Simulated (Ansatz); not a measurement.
**SnO (P4/nmm), two-dimensional strain map**

These are results of Ansatz 0.2.0, DFT PBEsol, scalar-relativistic, plane waves, PAW, not measurements. Settings: plane waves to 420 eV, k-mesh 12×12×10 (Γ-centred), Gaussian smearing 0.15 eV. No spin polarisation. Energies are free energies at this smearing, counted from the undisturbed cell; pressure is positive in compression.

The undisturbed cell (relaxed at this level):

```
CELL_PARAMETERS angstrom
3.80538 0.00000 0.00000
0.00000 3.80538 0.00000
0.00000 0.00000 4.75319
ATOMIC_POSITIONS crystal
Sn 0.00000 0.50000 0.24240
Sn 0.50000 0.00000 0.75760
O 0.00000 0.00000 0.00000
O 0.50000 0.50000 0.00000
```

The cell is strained by p along both x and y and by q along z, fractional coordinates fixed. Points are written (p, q).

Energy above the undisturbed cell in meV/atom (a dash: not computed):

```csv
p \ q,-0.030,-0.015,0.000,0.015,0.030
-0.030,46.5,34.4,?,20.4,?
-0.015,19.1,11.0,?,4.4,5.7
0.000,5.8,1.4,0.0,1.4,5.7
0.015,5.3,4.2,5.8,10.1,?
0.030,16.1,17.9,22.3,29.1,38.4
```

**Question.** Fill in the withheld energies.

**Answer.** (-0.030, 0.000): 25.7; (-0.030, 0.030): 18.4; (-0.015, 0.000): 6.2; (0.015, 0.030): 17.0.

Cost: 25 runs of about 2.9 core-minutes in all, on Intel Xeon 6975P-C (Granite Rapids) (shared hosts).